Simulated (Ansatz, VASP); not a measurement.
# In: VASP beside Ansatz

```
CELL_PARAMETERS angstrom
-1.60957 1.60957 2.50980
1.60957 -1.60957 2.50980
1.60957 1.60957 -2.50980
ATOMIC_POSITIONS crystal
In 0.00000 0.00000 0.00000
```

Alike in both runs: functional PBE; dispersion D3(BJ); k mesh 18 × 18 × 18; occupations gaussian, width 0.1 eV; no spin polarisation.

Ansatz relaxed the structure, and its values are those at the end. VASP's run is a single point on that final structure, the one shown.

```csv
,VASP,Ansatz
version,VASP 6.6.1,Ansatz 0.2.0
potentials or method,"VASP PAW PBE potentials, release 64 (In_d)","scalar-relativistic, plane waves, PAW"
plane-wave cutoff (eV),520,420
valence electrons in the cell,13,13
```

```csv
,VASP,Ansatz,Ansatz less VASP
gap on the k mesh at the Fermi level (eV),none,none,-
pressure (GPa),-0.1,0.0,+0.07
```

A gap of «none» marks a metal or a gap that the smearing closes.

Caveats: pairwise dispersion overbinds metals, which lowers pressure and volume.
